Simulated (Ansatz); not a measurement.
## 2H-WS2 bilayer (2H stacking) in a perpendicular field

Wanted: the out-of-plane response of the 2H-WS2 bilayer (2H stacking). A positive field points along +c.

Method: plane-wave DFT, r2SCAN-D4, Ansatz PAW, in the first sound run; inputs show where later runs differ, in Ansatz 0.2.0.

Most raw output is cut from this account.

## 1. Set-up

The cell holds 6 atoms: 4 S and 2 W. Its edges and angles: a = 3.180 Å, b = 3.180 Å, c = 27.951 Å, α = 90.0°, β = 90.0°, γ = 120.0°. Regions: layer 1: 2H-WS2, 3 atoms (2 S and 1 W); layer 2: 2H-WS2, 3 atoms (2 S and 1 W). Vacuum lies along c.

## 2. Relaxing the slab

The starting cell is a guess, so the in-plane lattice and the atoms are relaxed first, with the slab cut off from its images along the normal. The program lengthens the vector along the normal by itself, so c and the volume that it reports differ from the typed ones.

Input file input.yaml:

```yaml
crystal:
  lattice:
    - [3.18, 0.0, 0.0]
    - [-1.59, 2.753960784, 0.0]
    - [0.0, 0.0, 27.9512404648]
  atoms:
    - { symbol: S, position: [0.3333333333, 0.6666666667, 0.3219892874] }
    - { symbol: W, position: [0.0, 0.0, 0.3841622031] }
    - { symbol: S, position: [0.3333333333, 0.6666666667, 0.4463351188] }
    - { symbol: S, position: [0.0, 0.0, 0.5536648812] }
    - { symbol: W, position: [0.3333333333, 0.6666666667, 0.6158377969] }
    - { symbol: S, position: [0.0, 0.0, 0.6780107126] }
  periodic: [true, true, false]
kpoints:
  mp_grid: { grid: [12, 12, 1] }
hamiltonian:
  xc: r2scan
  dispersion: d4
scf:
  occupations: { method: fermi_dirac, width: 0.05 }
  convergence: { dr2_threshold: 1.0e-09 }
relax:
  f_tol: 0.004
  max_steps: 90
  cell: {}
output:
  write_potential: true
  write_density: true
  volumetric_format: npy
```

The run is started by

```sh
$ ansatz run input.yaml --threads 4 --pin off --max-ram 6144MiB --backend cpu --events-out ev --progress --plain --runs-dir out
```

The job ended after 87 s (4 threads of Arm Neoverse V1, shared host; peak memory 1.5 GiB).

Relaxation path:

```csv
step,energy less that of the first step (eV),largest force component (eV/Å),volume (Å³)
1,0.0000,2.9882,382.73
2,-1.1413,0.3947,380.41
3,-1.1582,0.1136,380.87
4,-1.1604,0.0293,380.46
5,-1.1606,0.0048,380.89
6,-1.1606,0.0030,380.85
7*,-1.1605,0.0030,380.85
```

Relaxation steps marked * repeat the geometry before them on a plane-wave basis chosen anew for their cell, so energy and pressure can jump there.

Forces are held to the 12 operations that the run works with; a distortion that breaks them can't arise in this run.

```csv
cell as run,before,after,change
a (Å),3.180,3.172,-0.2 %
b (Å),3.180,3.172,-0.2 %
```

The atoms that moved most (Å, along periodic axes as changes of fractional coordinates times the final cell, across vacuum about the mean position):

```csv
atom,dx,dy,dz,length
S1,0.000,0.000,0.274,0.274
S6,0.000,0.000,-0.274,0.274
W5,0.000,0.000,-0.097,0.097
W2,0.000,0.000,0.097,0.097
S4,0.000,0.000,0.080,0.080
S3,0.000,0.000,-0.080,0.080
```

The relaxed structure:

```cif
data_structure
_symmetry_space_group_name_H-M 'P 1'
_symmetry_Int_Tables_number 1
_cell_length_a 3.1722
_cell_length_b 3.1722
_cell_length_c 43.7025
_cell_angle_alpha 90.000
_cell_angle_beta 90.000
_cell_angle_gamma 120.000
_cell_volume 380.85
loop_
_atom_site_label
_atom_site_type_symbol
_atom_site_fract_x
_atom_site_fract_y
_atom_site_fract_z
_atom_site_occupancy
S1 S 0.33333 0.66667 0.21220 1
W2 W 0.00000 0.00000 0.24792 1
S3 S 0.33333 0.66667 0.28363 1
S4 S 0.00000 0.00000 0.35595 1
W5 W 0.33333 0.66667 0.39166 1
S6 S 0.00000 0.00000 0.42738 1
```

The lattice constant a goes from 3.180 to 3.172 Å.

## 3. Atoms held, field 0

A sawtooth potential applies the field, turning back in the middle of the vacuum. With the dipole correction the typed value is the field outside the slab. The induced dipole is small, so the SCF threshold is tight.

The cell differs from the one that the last finished run ended in (c 43.702 → 27.404 Å).

Input file input.yaml:

```yaml
crystal:
  lattice:
    - [3.1721836709, 0.0, 0.0]
    - [-1.5860918355, 2.7471916445, 0.0]
    - [0.0, 0.0, 27.4035689022]
  atoms:
    - { symbol: S, position: [0.3333333333, 0.6666666667, 0.3284243754] }
    - { symbol: W, position: [0.0, 0.0, 0.3853829132] }
    - { symbol: S, position: [0.3333333333, 0.6666666667, 0.442334276] }
    - { symbol: S, position: [0.0, 0.0, 0.557665724] }
    - { symbol: W, position: [0.3333333333, 0.6666666667, 0.6146170868] }
    - { symbol: S, position: [0.0, 0.0, 0.6715756246] }
kpoints:
  mp_grid: { grid: [18, 18, 1] }
  band_path:
    path: [[0, 0, 0], [0.5, 0, 0], [0.33333333, 0.33333333, 0], [0, 0, 0]]
    npoints: 16
hamiltonian:
  xc: r2scan
  dispersion: d4
scf:
  occupations: { method: fermi_dirac, width: 0.05 }
  convergence: { dr2_threshold: 1.0e-10 }
efield:
  axis: 3
  dipole_correction: true
  ramp_position: 0.97
  ramp_width: 0.06
  amplitude: 0
output:
  dos: { projected: true, e_range: [-6, 5] }
  bader: true
  write_potential: true
  write_density: true
  volumetric_format: npy
  elf: true
```

Run time: 44 s. Hardware: 4 threads; peak memory 1.1 GiB; 2.9 min of CPU time.

This step gave:

| Item | Value |
| --- | --- |
| dipole along the normal | 5.79e-7 e·Å |
| gap along the path | 1.537 eV |
| smallest direct gap along the path | 1.926 eV |
| ionisation energy, upper face | 5.511 eV |
| electron affinity, upper face | 3.974 eV |
| gap, the smaller of path and mesh | 1.537 eV |

Running mean over a fixed 2.6 Å (it still follows the layers) of the planar mean; the ramp of the sawtooth is left out. The electron's electrostatic potential energy less the Fermi level by z:

z (Å), electron's electrostatic potential energy less the Fermi level (eV) and a bar from the least value:
```
        4        4.8 ##############################
        5        4.8 ##############################
        6        4.7 ##############################
        7        4.1 #############################
        8       -0.5 #####################
        9       -6.3 ##########
       10      -12.1 
       11      -12.1 
       12       -7.3 #########
       13       -1.4 ###################
       14        0.0 ######################
       15       -4.2 ##############
       16      -11.5 #
       17      -12.0 
       18       -9.6 #####
       19       -2.5 #################
       20        2.6 ##########################
       21        4.7 ##############################
       22        4.8 ##############################
       23        4.8 ##############################
       24        4.8 ##############################
```

The density of states has structure finer than the step of the table below, so its rows give means over 0.25 eV, whole bins alone (the curve runs from -6 to 1.66 eV). Peaks (eV: height): -5.860: 11.9, -5.610: 12.1, -4.760: 20.2, -4.570: 9.07, -3.460: 10.7, -2.090: 8.22, 1.640: 10.8.

The density of states by energy, zero at the Fermi level of the run, which the smearing sets inside the gap; means over each step:

```csv
energy (eV),density of states (states/eV a cell)
-5.75,6.84
-5.50,5.39
-5.25,2.07
-5.00,4.26
-4.75,8.24
-4.50,4.57
-4.25,3.07
-4.00,3.43
-3.75,2.94
-3.50,8.10
-3.25,6.08
-3.00,5.00
-2.75,4.42
-2.50,2.05
-2.25,3.23
-2.00,5.70
-1.75,3.30
-1.50,2.42
-1.25,0.991
-1.00,0.318
-0.75,0.146
-0.50,0
-0.25,0
0.00,0
0.25,0
0.50,0
0.75,0.0813
1.00,2.19
1.25,4.05
1.50,5.88
```

Projected DOS per atom over height of the atomic layer and energy from the Fermi level. Layers: S W S S W S from below.

Values in states/eV, 22 rows by 6 columns, each cell a mean:
```
0.53 1.86 0.45 0.45 1.86 0.53
0.22 0.96 0.28 0.28 0.96 0.22
0.02 0.13 0.03 0.03 0.13 0.02
0.00 0.00 0.00 0.00 0.00 0.00
0.00 0.00 0.00 0.00 0.00 0.00
0.00 0.00 0.00 0.00 0.00 0.00
0.00 0.01 0.00 0.00 0.01 0.00
0.01 0.10 0.05 0.05 0.10 0.01
0.09 0.49 0.10 0.10 0.49 0.09
0.21 1.00 0.20 0.20 1.00 0.21
0.40 1.78 0.40 0.40 1.78 0.40
0.41 0.56 0.34 0.34 0.56 0.41
0.80 0.19 0.81 0.81 0.19 0.80
1.03 0.41 1.02 1.02 0.41 1.03
1.49 0.93 1.49 1.49 0.93 1.49
0.55 0.64 0.56 0.56 0.64 0.55
0.47 0.62 0.48 0.48 0.62 0.47
0.60 0.66 0.62 0.62 0.66 0.60
1.28 1.21 1.22 1.22 1.21 1.28
0.52 0.44 0.50 0.50 0.44 0.52
0.92 0.85 0.88 0.88 0.85 0.92
1.06 0.90 0.94 0.94 0.90 1.06
```
Columns: height of the atomic layer (Å) from 9 to 18.4 (not evenly spaced); rows upwards: energy from the Fermi level (eV) from -5.96 to 1.6.

The electronic bands at the labelled points (eV, zero at the Fermi level of the run, which the smearing sets inside the gap):

```csv
point,band 23,band 24,band 25,band 26,band 27,band 28,band 29,band 30
Γ,-2.90,-2.90,-1.36,-0.74,1.95,1.95,1.95,1.95
halfway,-3.07,-2.72,-2.06,-2.01,1.20,1.53,1.61,1.62
M,-2.60,-2.52,-2.18,-2.10,1.88,1.90,2.29,2.40
halfway,-3.51,-3.35,-1.69,-1.59,1.52,1.55,2.54,2.65
K,-3.65,-3.65,-1.21,-1.13,0.79,0.79,2.14,2.68
halfway,-2.68,-2.54,-2.07,-2.05,0.87,1.25,1.77,1.94
Γ,-2.90,-2.90,-1.36,-0.74,1.95,1.95,1.95,1.95
```

Valence density in the ca plane at fractional y = 0.667, with atoms of S and W within 0.2 Å of it. It is the smooth field of the valence electrons, not physical close to the nuclei.

Ten steps, logarithmic in the rise over the least value, from '0' (0.0 e/Å³) to '9' (5.0 e/Å³), each cell a mean:
```
00000000000000000122334566443321112345544444
00000000000000000112334566433321112345544444
00000000000000000234554455455442111244445555
00000000000000001356666444566664211123457887
00000000000000002466566544565565311123469999
00000000000000002466466544565565311122469999
00000000000000001356666544566664211123457997
00000000000000001234555454455543111234445665
```
Columns run along c (16.0 Å, from fractional 0.06 to 0.65 of the cell), rows up along a (3.2 Å). Atoms in or near the plane, at fractional coordinates: S at (0.33, 0.33), S at (0.44, 0.33), W at (0.61, 0.33).

ELF in the ca plane at fractional y = 0.667, with atoms of S and W within 0.2 Å of it. It is the smooth field of the valence electrons, not physical close to the nuclei.

Values, 5 rows by 16 columns, each cell a mean:
```
0.00 0.00 0.00 0.00 0.00 0.01 0.09 0.25 0.23 0.24 0.25 0.09 0.35 0.75 0.55 0.34
0.00 0.00 0.00 0.00 0.00 0.11 0.47 0.63 0.32 0.30 0.63 0.39 0.22 0.66 0.43 0.30
0.00 0.00 0.00 0.00 0.03 0.45 0.88 0.59 0.51 0.48 0.58 0.82 0.09 0.24 0.42 0.55
0.00 0.00 0.00 0.00 0.04 0.52 0.91 0.40 0.50 0.48 0.39 0.87 0.10 0.16 0.46 0.49
0.00 0.00 0.00 0.00 0.01 0.23 0.71 0.77 0.41 0.39 0.77 0.61 0.15 0.53 0.38 0.39
```
Columns run along c (16.0 Å, from fractional 0.06 to 0.65 of the cell), rows up along a (3.2 Å). Atoms in or near the plane, at fractional coordinates: S at (0.33, 0.33), S at (0.44, 0.33), W at (0.61, 0.33).

Electrostatic potential energy in the ca plane at fractional y = 0.667, with atoms of S and W within 0.2 Å of it. With pseudopotentials it is smooth inside the atoms' cores, unlike the true potential.

Ten even steps from '0' (-41 eV) to '9' (8 eV), each cell a mean:
```
99999999999999999999988645789999999987788888
99999999999999999999988645789999999987788888
99999999999999999998788766787889999988887667
99999999999999999973236888752258999999862002
99999999999999999851214888721217999999840000
99999999999999999841213888621216999999840000
99999999999999999973126888752148999999862002
99999999999999999998778767787789999988886556
```
Columns run along c (16.0 Å, from fractional 0.06 to 0.65 of the cell; values clipped at the 3rd and 97th percentile), rows up along a (3.2 Å). Atoms in or near the plane, at fractional coordinates: S at (0.33, 0.33), S at (0.44, 0.33), W at (0.61, 0.33).

The gap is 1.54 eV, with the valence edge 5.51 eV and the conduction edge 3.97 eV under the upper vacuum level. Spin-orbit coupling, left out in this run, matters for the bands of elements this heavy.

## 4. Atoms held, field 0.1 V/Å

input.yaml, as its differences from that of step 3:

```diff
@@ -28,6 +28,4 @@
   ramp_width: 0.06
-  amplitude: 0
+  amplitude: 0.1
 output:
-  dos: { projected: true, e_range: [-6, 5] }
-  bader: true
   write_potential: true
@@ -35,2 +33 @@
   volumetric_format: npy
-  elf: true
```

It took 31 s on 4 threads; peak memory 1.1 GiB; 2 min of CPU time.

The dipole is 0.0488 e·Å, and the gap 1.472 eV.

## 5. Single point, field -0.1 V/Å

input.yaml, as its differences from that of step 4:

```diff
@@ -28,3 +28,3 @@
   ramp_width: 0.06
-  amplitude: 0.1
+  amplitude: -0.1
 output:
```

The job ended after 31 s (4 threads; peak memory 1.1 GiB; 2 min of CPU time).

The dipole is -0.0488 e·Å, and the gap 1.472 eV.

## 6. Atoms held, field 0.2 V/Å

input.yaml, as its differences from that of step 5:

```diff
@@ -28,3 +28,3 @@
   ramp_width: 0.06
-  amplitude: -0.1
+  amplitude: 0.2
 output:
```

The job ended after 32 s (4 threads; peak memory 1.1 GiB; 2.1 min of CPU time).

The dipole is 0.0976 e·Å, and the gap 1.397 eV.

## 7. Single point, field -0.2 V/Å

input.yaml, as its differences from that of step 6:

```diff
@@ -28,3 +28,3 @@
   ramp_width: 0.06
-  amplitude: 0.2
+  amplitude: -0.2
 output:
```

The job ended after 32 s (4 threads; peak memory 1.1 GiB; 2.1 min of CPU time).

The dipole is -0.0976 e·Å, and the gap 1.397 eV.

## 8. Single point, field 0.35 V/Å

input.yaml, as its differences from that of step 7:

```diff
@@ -28,4 +28,6 @@
   ramp_width: 0.06
-  amplitude: -0.2
+  amplitude: 0.35
 output:
+  dos: { projected: true, e_range: [-6, 5] }
+  bader: true
   write_potential: true
@@ -33 +35,2 @@
   volumetric_format: npy
+  elf: true
```

It took 49 s on 4 threads; peak memory 1.1 GiB.

The dipole is 0.171 e·Å, and the gap 1.269 eV.

## 9. Response, atoms held

This step: plane-wave DFT, r2SCAN-D4, Ansatz PAW; response to a field along the normal, atoms held (Ansatz 0.2.0).

The dipoles give the slope, and the difference of two potentials shows where the field is screened.

Numbers from this step:

```yaml
equivalent_conductor_thickness_p_eps_0ae: 10.13 Å
distance_between_the_outer_atoms: 9.404 Å
```

Dipole of the cell against applied field:

```csv
applied field (V/Å),dipole of the cell (e·Å)
-0.200,-0.0976
-0.100,-0.0488
0.000,5.8e-7
0.100,0.0488
0.200,0.0976
0.350,0.171
```

Local field over the applied field, running mean. From the potentials at -0.1 and 0.1 V/Å; running mean over 2.5 Å. Local field over applied field against z:

```csv
z (Å),local field over applied field
5,0.997
6,0.974
7,0.827
8,0.502
9,0.181
10,0.0607
11,0.0540
12,0.137
13,0.331
14,0.375
15,0.213
16,0.0728
17,0.0457
18,0.108
19,0.358
20,0.707
21,0.940
22,0.993
23,0.999
```

Electrons, planar mean, per unit field. Table of induced electron density by z:

```csv
z (Å),induced electron density (e/Å³ per V/Å)
4.5,3.1e-6
5.0,1.0e-5
5.5,3.4e-5
6.0,1.1e-4
6.5,3.4e-4
7.0,9.8e-4
7.5,0.00232
8.0,0.00358
8.5,0.00202
9.0,0.00106
9.5,4.0e-4
10.0,-6.1e-4
10.5,1.5e-5
11.0,4.2e-4
11.5,1.9e-5
12.0,-1.0e-3
12.5,-0.00131
13.0,-0.00268
13.5,-0.00106
14.0,0.00153
14.5,0.00263
15.0,0.00105
15.5,9.9e-4
16.0,-2.7e-4
16.5,-3.6e-4
17.0,1.2e-4
17.5,6.0e-4
18.0,-7.3e-4
18.5,-9.5e-4
19.0,-0.00253
19.5,-0.00348
20.0,-0.00201
20.5,-8.1e-4
21.0,-2.8e-4
21.5,-8.7e-5
22.0,-2.7e-5
22.5,-8.1e-6
23.0,-2.4e-6
```

The smaller of the gaps on the path and on the k-mesh, counted as 0 under 0.03 eV. The gap by applied field:

```csv
applied field (V/Å),gap (eV)
-0.200,1.40
-0.100,1.47
0.000,1.54
0.100,1.47
0.200,1.40
0.350,1.27
```

By hand: between -0.1 and 0.1 V/Å the dipole changes by 0.09755 e·Å, a slope of 0.4878 e·Å²/V. A perfect conductor of thickness t has p = ε₀AEt, so t = 180.95 × 0.4878 / 8.715 = 10.13 Å (e/ε₀ = 180.95 V·Å, A in Å²).

The induced dipole is that of a conductor 10.13 Å thick.

## 10. Field on, atoms free, field 0.1 V/Å

This step: plane-wave DFT, r2SCAN-D4, Ansatz PAW (Ansatz 0.2.0).

Now the atoms may follow the field. A weak field makes forces of meV/Å to tens of meV/Å, so the force tolerance is set well below the usual one.

input.yaml, the sections that differ from step 8:

```yaml
kpoints:
  mp_grid: { grid: [12, 12, 1] }
efield:
  axis: 3
  dipole_correction: true
  ramp_position: 0.97
  ramp_width: 0.06
  amplitude: 0.1
relax:
  f_tol: 0.001
  max_steps: 60
output:
  write_potential: true
  write_density: true
  volumetric_format: npy
# crystal, hamiltonian, scf: as in step 8
```

Wall time 32 s (4 threads); peak memory 0.98 GiB; 2.1 min of CPU time.

Hardly anything moved in the relaxation; the energy changed by under 0.2 meV an atom.

Numbers from this step:

```
dipole along the normal : 0.04879 e·Å
```

The relaxation took 3 steps and lowered the energy by 1.3e-6 eV; the largest force on the free atoms ends at 1.8e-4 eV/Å.

The dipole is 0.0488 e·Å, and the gap on the mesh 1.471 eV.

## 11. Field on, atoms free, field -0.1 V/Å

The opposite sign, again from the field-free geometry; the difference of the two cancels what relaxes without a field.

input.yaml, as its differences from that of step 10:

```diff
@@ -25,3 +25,3 @@
   ramp_width: 0.06
-  amplitude: 0.1
+  amplitude: -0.1
 relax:
```

Elapsed: 32 s, on 4 threads; peak memory 0.98 GiB.

No atom moved by 0.005 Å in the relaxation.

This step gave:

```yaml
dipole_along_the_normal: -0.04879 e·Å
```

The relaxation took 3 steps and lowered the energy by 1.3e-6 eV; the largest force on the free atoms ends at 1.8e-4 eV/Å.

The dipole is -0.0488 e·Å, and the gap on the mesh 1.471 eV.

## 12. Response, atoms relaxed

This step: plane-wave DFT, r2SCAN-D4, Ansatz PAW; response to a field along the normal, atoms relaxed (Ansatz 0.2.0).

The same analysis on the two relaxed runs holds the ionic part too; their mesh is coarser, so small differences from the held value can come from that.

Numbers from this step:

```
distance between the outer atoms : 9.403 Å
```

Dipole of the cell against applied field:

```csv
applied field (V/Å),dipole of the cell (e·Å)
-0.1000,-0.0488
0.1000,0.0488
```

Local field over the applied field, running mean. From the potentials at -0.1 and 0.1 V/Å; running mean over 2.5 Å. Table of local field over applied field by z:

z (Å), local field over applied field and a bar:
```
        5      0.997 ##############################
        6      0.974 #############################
        7      0.829 #########################
        8      0.498 ##############
        9      0.174 ####
       10      0.073 #
       11      0.065 
       12      0.130 ##
       13      0.325 #########
       14      0.377 ##########
       15      0.201 #####
       16      0.077 #
       17      0.057 
       18      0.109 ##
       19      0.348 #########
       20      0.707 #####################
       21      0.940 ############################
       22      0.993 ##############################
       23      0.999 ##############################
```

Electrons, planar mean, per unit field. The induced electron density by z:

z (Å), induced electron density (e/Å³ per V/Å) and a bar from the least value:
```
      4.5    0.00000 ###############
      5.0    0.00001 ###############
      5.5    0.00003 ###############
      6.0    0.00011 ###############
      6.5    0.00034 ################
      7.0    0.00098 ###################
      7.5    0.00230 #########################
      8.0    0.00349 ##############################
      8.5    0.00193 #######################
      9.0    0.00116 ####################
      9.5    0.00093 ###################
     10.0    0.00120 ####################
     10.5    0.00021 ################
     11.0   -0.00139 #########
     11.5   -0.00095 ###########
     12.0   -0.00113 ##########
     12.5   -0.00119 ##########
     13.0   -0.00239 ####
     13.5   -0.00100 ##########
     14.0    0.00144 #####################
     14.5    0.00230 #########################
     15.0    0.00101 ###################
     15.5    0.00120 ####################
     16.0    0.00099 ###################
     16.5    0.00111 ####################
     17.0   -0.00044 #############
     17.5   -0.00099 ###########
     18.0   -0.00112 ##########
     18.5   -0.00102 ##########
     19.0   -0.00242 ####
     19.5   -0.00341 
     20.0   -0.00200 ######
     20.5   -0.00081 ###########
     21.0   -0.00028 ##############
     21.5   -0.00009 ##############
     22.0   -0.00003 ###############
     22.5   -0.00001 ###############
     23.0    0.00000 ###############
```

The induced dipole is that of a conductor 10.13 Å thick.

(Continued in part 2 of 2.)

[Logs are printed without paths, hosts, clocks, repeated set-up lines and the standing remarks that a program may print on its own settings, such as how far it seeks lower states.]

[Hosts, paths, dates, database ids (printed as entryN), source tags and the programs' standing remarks are cut or masked in the printed files.]

[Maps of the electrostatic potential energy from Ansatz leave out the sawtooth potential of an applied field or a dipole correction, so their vacuum need not be flat; planar profiles and work functions include it.]

[The density of states shown here was stored with 400 of the rows of the run's finer table, so its peaks can read low, often by over a quarter, or be missed, and its means over a window can be off by a tenth or more.]
